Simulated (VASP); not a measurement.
# TePb (I4/mmm) in VASP: a series of runs

One crystal, TePb, is run at these levels: PBEsol; tasks: single point.

Program: VASP 6.6.1. These are calculated values, not measurements. Logs are shortened: lines on timing, memory, paths and dates and some standing lists are left out, and cuts for length are marked.

## Step 1: The crystal as given

It takes space group I4/mmm (No. 139, tetragonal). Conventional cell: a = 4.182 Å, b = 4.182 Å, c = 7.688 Å, α = 90.00°, β = 90.00°, γ = 90.00°. Around Te (site symmetry 4/mmm) lie 4 Pb at 2.96 Å. Around Pb (site symmetry 4/mmm) lie 4 Te at 2.96 Å.

Measurements of this composition are mostly on another form, of space group No. 225.

## Step 2: Single point, PBEsol

File INCAR:

```
SYSTEM = TePb
  PREC = Accurate
  ENCUT = 520
  EDIFF = 1E-7
  ISMEAR = 0
  SIGMA = 0.05
  LREAL = .FALSE.
  LASPH = .TRUE.
  NELM = 100
  ALGO = Normal
  ISIF = 2
  LWAVE = .FALSE.
  LCHARG = .TRUE.
  GGA = PS
  LELF = .TRUE.
  LVHAR = .TRUE.
  NBANDS = 17
```

File KPOINTS:

```
Automatic mesh
0
G
  8 8 8
  0 0 0
```

File POSCAR:

```
TePb
1.0
    0.0000000000      2.9567720755      3.8438036981
    2.9567720755      0.0000000000      3.8438036981
    2.9567720755      2.9567720755      0.0000000000
Te Pb
1 1
Direct
    0.5000000000      0.5000000000      0.5000000000
    0.0000000000      0.0000000000      0.0000000000
```

Potentials or basis: VASP PAW PBE potentials, release 64 (Te, Pb_d).

On the command line:

```
$ cat potpaw_PBE.64/Te/POTCAR potpaw_PBE.64/Pb_d/POTCAR > POTCAR
$ mpirun -np 1 vasp_std > vasp.out
```

OUTCAR:

```text
SYSTEM = TePb
   PREC = Accurate
   ENCUT = 520
   EDIFF = 1E-7
   ISMEAR = 0
   LREAL = .FALSE.
   LASPH = .TRUE.
   NELM = 100
   ISIF = 2
   GGA = PS

 ion  position               nearest neighbor table
   1  0.500  0.500  0.500-   2 2.96   2 2.96   2 2.96   2 2.96   2 3.84   2 3.84
   2  0.000  0.000  0.000-   1 2.96   1 2.96   1 2.96   1 2.96   1 3.84   1 3.84

  LATTYP: Found a body centered tetragonal cell.
 ALAT       =     4.1815071700
 C/A-ratio  =     1.8384776311

  Lattice vectors:

 A1 = (  -2.9567720755,   0.0000000000,   3.8438036981)
 A2 = (   2.9567720755,   0.0000000000,   3.8438036981)
 A3 = (   0.0000000000,   2.9567720755,  -3.8438036981)

Analysis of symmetry for initial positions (statically):
=====================================================================
 Subroutine PRICEL returns:
 Original cell was already a primitive cell.

 Routine SETGRP: Setting up the symmetry group for a
 body centered tetragonal supercell.

 Subroutine GETGRP returns: Found 16 space group operations
 (whereof 16 operations were pure point group operations)
 out of a pool of 16 trial point group operations.

The static configuration has the point symmetry D_4h.

Analysis of symmetry for dynamics (positions and initial velocities):
=====================================================================
 Subroutine PRICEL returns:
 Original cell was already a primitive cell.

 Routine SETGRP: Setting up the symmetry group for a
 body centered tetragonal supercell.

 Subroutine GETGRP returns: Found 16 space group operations
 (whereof 16 operations were pure point group operations)
 out of a pool of 16 trial point group operations.

The dynamic configuration has the point symmetry D_4h.

 Subroutine INISYM returns: Found 16 space group operations
 (whereof 16 operations are pure point group operations),
 and found     1 'primitive' translations

----------------------------------------------------------------------------------------

                                     Primitive cell

  volume of cell :      67.2089

  direct lattice vectors                    reciprocal lattice vectors
     0.000000000  2.956772075  3.843803698    -0.169103329  0.169103329  0.130079484
     2.956772075  0.000000000  3.843803698     0.169103329 -0.169103329  0.130079484
     2.956772075  2.956772075  0.000000000     0.169103329  0.169103329 -0.130079484

  length of vectors
     4.849466772  4.849466772  4.181507170     0.272236191  0.272236191  0.272236191

  position of ions in fractional coordinates (direct lattice)
     0.500000000  0.500000000  0.500000000
     0.000000000  0.000000000  0.000000000

  ion indices of the primitive-cell ions
   primitive index   ion index
                 1           1
                 2           2

----------------------------------------------------------------------------------------

 KPOINTS: Automatic mesh

Automatic generation of k-mesh.
 Grid dimensions read from file:
 generate k-points for:    8    8    8

 Generating k-lattice:

  Cartesian coordinates                     Fractional coordinates (reciprocal lattice)
    -0.021137916  0.021137916  0.016259935     0.125000000  0.000000000  0.000000000
     0.021137916 -0.021137916  0.016259935     0.000000000  0.125000000  0.000000000
     0.021137916  0.021137916 -0.016259935     0.000000000  0.000000000  0.125000000

  Length of vectors
     0.034029524  0.034029524  0.034029524

  Shift w.r.t. Gamma in fractional coordinates (k-lattice)
     0.000000000  0.000000000  0.000000000

 Subroutine IBZKPT returns following result:
 ===========================================

 Found     59 irreducible k-points:

 Following reciprocal coordinates:
            Coordinates               Weight
  0.000000  0.000000  0.000000      1.000000
  0.125000  0.000000  0.000000      8.000000
  0.250000  0.000000  0.000000      8.000000
  0.375000  0.000000  0.000000      8.000000
  0.500000  0.000000  0.000000      4.000000
  0.125000  0.125000  0.000000      2.000000
[... 16 lines left out ...]
  0.250000  0.000000  0.125000     16.000000
  0.375000  0.000000  0.125000     16.000000
 [... further k-points ...]
   k-points           NKPTS =     59   k-points in BZ     NKDIM =     59   number of bands    NBANDS=     17
   number of dos      NEDOS =    301   number of ions     NIONS =      2
   total plane-waves  NPLWV =  41472
   dimension x,y,z NGX =    36 NGY =   36 NGZ =   32
   dimension x,y,z NGXF=    72 NGYF=   72 NGZF=   64
   ions per type =               1   1
   NGX,Y,Z   is equivalent  to a cutoff of  12.34, 12.34, 12.72 a.u.
   NGXF,Y,Z  is equivalent  to a cutoff of  24.68, 24.68, 25.44 a.u.
 SYSTEM =  TePb
   PREC   = accura    normal or accurate (medium, high low for compatibility)
   ISTART =      0    job   : 0-new  1-cont  2-samecut
   ICHARG =      2    charge: 1-file 2-atom 10-const
   ISPIN  =      1    spin polarized calculation?
   LNONCOLLINEAR =      F non collinear calculations
   LSORBIT =      F    spin-orbit coupling
   LASPH  =      T    aspherical Exc in radial PAW
   ENCUT  =  520.0 eV  38.22 Ry    6.18 a.u.   9.02  9.02  7.77*2*pi/ulx,y,z
   NELM   =    100;   NELMIN=  2; NELMDL= -5     # of ELM steps
   EDIFF  = 0.1E-06   stopping-criterion for ELM
   LREAL  =      F    real-space projection
   EDIFFG = 0.1E-05   stopping-criterion for IOM
   NSW    =      0    number of steps for IOM
   IBRION =     -1    ionic relax: 0-MD 1-quasi-New 2-CG
   NFREE  =      0    steps in history (QN), initial steepest desc. (CG)
   ISIF   =      2    stress and relaxation
   ISYM   =      2    0-nonsym 1-usesym 2-fastsym
   POTIM  = 0.5000    time-step for ionic-motion
   TEBEG  =    0.0;   TEEND  =   0.0 temperature during run
   PSTRESS=    0.0 pullay stress
   NELECT =      20.0000    total number of electrons
   NUPDOWN=      -1.0000    fix difference up-down
   EMIN   =  10.00;   EMAX   =-10.00  energy-range for DOS
   EFERMI =   0.00;   METHOD = LEGACY
   ISMEAR =     0;   SIGMA  =   0.05  broadening in eV -4-tet -1-fermi 0-gaus
   EFERMI_NEDOS =   21; number of points for ismear=-14 and -15
   IALGO  =     38    algorithm
   IMIX   =      4    mixing-type and parameters
     AMIX     =   0.40;   BMIX     =  1.00
     AMIX_MAG =   1.60;   BMIX_MAG =  1.00
  volume/ion in A,a.u.               =      33.60       226.77
  Fermi-wavevector in a.u.,A,eV,Ry     =   1.092972  2.065418 16.253366  1.194589
  Thomas-Fermi vector in A             =   2.229249
   LORBIT       =      0    0 simple, 1 ext, 2 COOP (PROOUT), +10 PAW based schemes
   GGA     = PS    functional components
   LHFCALC =     F    Hartree Fock is set to
   AEXX    =    0.0000 exact exchange contribution
   IVDW    =     0    specifies the selected vdW correction
   LEPSILON=     F    determine dielectric tensor
   LRPA    =     F    only Hartree local field effects (RPA)
 non-spin polarized calculation
 Gauss-broadening in eV      SIGMA  =   0.05
  energy-cutoff  :      520.00
  volume of cell :       67.21
 maximum number of plane-waves:      1838
   NGX = 17   NGY = 17   NGZ = 15

 number of electron      19.9999999 magnetization

 Free energy of the ion-electron system (eV)
  ---------------------------------------------------
  ext. energy  EPLUGINS =         0.00000000
  ---------------------------------------------------
  free energy    TOTEN  =        -7.44366091 eV

  energy without entropy =       -7.44285244  energy(sigma->0) =       -7.44325668

 E-fermi :   6.0686     XC(G=0):  -9.3845

 val. band max:        5.9697482605   @ k =  -0.2500   0.1250   0.0000
 cond. band min:       6.0961203193   @ k =   0.5000   0.0000   0.1250
 fundamental gap:      0.1263720589
 Fermi energy:         6.0685646967

 k-point     1 :       0.0000    0.0000    0.0000
  band No.  band energies     occupation
      1     -11.2138      2.00000
      2     -11.1010      2.00000
      3     -11.1010      2.00000
      4     -11.0792      2.00000
      5     -11.0715      2.00000
      6      -6.9230      2.00000
[... 9 lines left out ...]
     16      12.1350      0.00000
     17      12.1350      0.00000

 k-point     2 :       0.1250    0.0000    0.0000
  band No.  band energies     occupation
      1     -11.2072      2.00000
      2     -11.1031      2.00000
      3     -11.1000      2.00000
      4     -11.0872      2.00000
      5     -11.0659      2.00000
      6      -6.7868      2.00000
[... 9 lines left out ...]
     16      11.8065      0.00000
     17      12.3414      0.00000

 k-point     3 :       0.2500    0.0000    0.0000
  band No.  band energies     occupation
      1     -11.1930      2.00000
      2     -11.1081      2.00000
      3     -11.1068      2.00000
      4     -11.0972      2.00000
      5     -11.0509      2.00000
      6      -6.3888      2.00000
[... 9 lines left out ...]
     16      12.5383      0.00000
     17      12.9213      0.00000

 k-point     4 :       0.3750    0.0000    0.0000
  band No.  band energies     occupation
      1     -11.1811      2.00000
      2     -11.1257      2.00000
      3     -11.1130      2.00000
      4     -11.0949      2.00000
      5     -11.0341      2.00000
      6      -5.7959      2.00000
[... 9 lines left out ...]
     16      13.8359      0.00000
     17      14.2553      0.00000
[... 343 lines left out ...]
      1     -11.1992      2.00000
      2     -11.1036      2.00000
      3     -11.1020      2.00000
      4     -11.0967      2.00000
      5     -11.0601      2.00000
      6      -6.6888      2.00000
[... 9 lines left out ...]
     16      12.3431      0.00000
     17      13.2488      0.00000

 k-point    23 :       0.2500    0.0000    0.1250
  band No.  band energies     occupation
      1     -11.1845      2.00000
      2     -11.1193      2.00000
      3     -11.1085      2.00000
      4     -11.1005      2.00000
      5     -11.0452      2.00000
      6      -6.3219      2.00000
[... 9 lines left out ...]
     16      12.9448      0.00000
     17      14.0764      0.00000

 k-point    24 :       0.3750    0.0000    0.1250
  band No.  band energies     occupation
      1     -11.1731      2.00000
      2     -11.1416      2.00000
      3     -11.1131      2.00000
      4     -11.0979      2.00000
      5     -11.0287      2.00000
      6      -5.7437      2.00000
[... 9 lines left out ...]
     16      14.5202      0.00000
     17      14.9146      0.00000

 [... further k-points ...]

------------------------ aborting loop because EDIFF is reached ----------------------------------------

  FORCE on cell =-STRESS in cart. coord.  units (eV):
  Direction    XX          YY          ZZ          XY          YZ          ZX
  --------------------------------------------------------------------------------------
  -------------------------------------------------------------------------------------
  Total        5.6298693      5.6298693     -2.3360598      0.0000000      0.0000000      0.0000000
  in kB      134.2091111    134.2091111    -55.6887726      0.0000000      0.0000000      0.0000000
  external PRESSURE =      70.9098165 kB  Pullay stress =       0.0000000 kB

 VOLUME and BASIS-vectors are now :
 -----------------------------------------------------------------------------
  energy-cutoff  :      520.00
  volume of cell :       67.21
      direct lattice vectors                 reciprocal lattice vectors
     0.000000000  2.956772075  3.843803698    -0.169103329  0.169103329  0.130079484
     2.956772075  0.000000000  3.843803698     0.169103329 -0.169103329  0.130079484
     2.956772075  2.956772075  0.000000000     0.169103329  0.169103329 -0.130079484

 POSITION                                       TOTAL-FORCE (eV/Angst)
 -----------------------------------------------------------------------------------
      2.95677      2.95677      3.84380         0.000000      0.000000      0.000000
      0.00000      0.00000      0.00000         0.000000      0.000000     -0.000000
 -----------------------------------------------------------------------------------
    total drift:                               -0.000000      0.000000      0.000000

  FREE ENERGIE OF THE ION-ELECTRON SYSTEM (eV)
  ---------------------------------------------------
  free  energy   TOTEN  =        -7.4436609097 eV

  energy  without entropy=       -7.4428524449  energy(sigma->0) =       -7.44325668
```

Wall time 34 s (1 thread of AMD EPYC 9R45 (Zen 5), shared host); peak memory 0.2 GiB.

Results:

| Property | Result |
| --- | --- |
| Free energy | -7.4437 eV |
| Pressure | 7.1 GPa |
| Band gap on the k mesh | none (metal or under the smearing width) |

Stress tensor (GPa, compression positive):
```
13.42  0.00  0.00
 0.00 13.42  0.00
 0.00  0.00 -5.57
```

Caveat: the PAW data sets were made with another functional, which shifts forces and pressure a little.

## Step 3: Single point, PBEsol

This run uses another cell than the first one, of the same volume but with other edges.

File INCAR:

```
ALGO = Normal ; EDIFF = 1E-6
ENCUT = 520 ; GGA = PS
ISIF = 2 ; ISMEAR = 0
LASPH = T ; LCHARG = T
LELF = T ; LREAL = F
LVHAR = T ; LWAVE = F
NBANDS = 17 ; NELM = 100
PREC = Accurate ; SIGMA = 0.05
```

File KPOINTS:

```
k-points
0
Gamma
  8 8 8
```

File POSCAR:

```
TePb
1.0
    0.0000000000      3.4066380285      2.8956423242
    3.4066380285      0.0000000000      2.8956423242
    3.4066380285      3.4066380285      0.0000000000
Te Pb
1 1
Direct
    0.5000000000      0.5000000000      0.5000000000
    0.0000000000      0.0000000000      0.0000000000
```

Potentials or basis: VASP PAW PBE potentials, release 64 (Te, Pb_d).

On the command line:

```
$ cat potpaw_PBE.64/Te/POTCAR potpaw_PBE.64/Pb_d/POTCAR > POTCAR
$ mpirun -np 1 vasp_std > vasp.out
```

Run time: 39 s. Hardware: 1 thread of AMD EPYC 9R45 (Zen 5), shared host; peak memory 0.21 GiB.

The run converged. Its results:

```yaml
Free_energy: -7.7290 eV
Pressure: 3.4 GPa
Band_gap_on_the_k_mesh: none (metal or under the smearing width)
```

Stress tensor (GPa, compression positive):
```
-4.59  0.00  0.00
 0.00 -4.59  0.00
 0.00  0.00 19.43
```

Levels at points of the mesh, in eV from the Fermi level:
| k point | band 7 | band 8 | band 9 | band 10 | band 11 | band 12 | band 13 | band 14 |
| --- | --- | --- | --- | --- | --- | --- | --- | --- |
| (0.00, 0.00, 0.00) | -6.09 | -3.27 | -1.52 | -1.52 | 2.20 | 2.20 | 4.88 | 4.88 |
| (0.50, 0.00, 0.00) | -9.51 | -1.82 | -1.76 | -0.33 | 0.09 | 0.17 | 1.43 | 7.40 |
| (0.50, 0.50, 0.00) | -8.38 | -5.55 | -3.84 | -3.84 | 2.17 | 4.47 | 4.47 | 7.33 |
| (0.50, 0.00, 0.50) | -7.43 | -5.23 | -4.34 | -2.51 | 2.80 | 3.04 | 5.35 | 7.37 |

Caveat: the PAW data sets were made with another functional, which shifts forces and pressure a little.

[end of part 1 of 2]
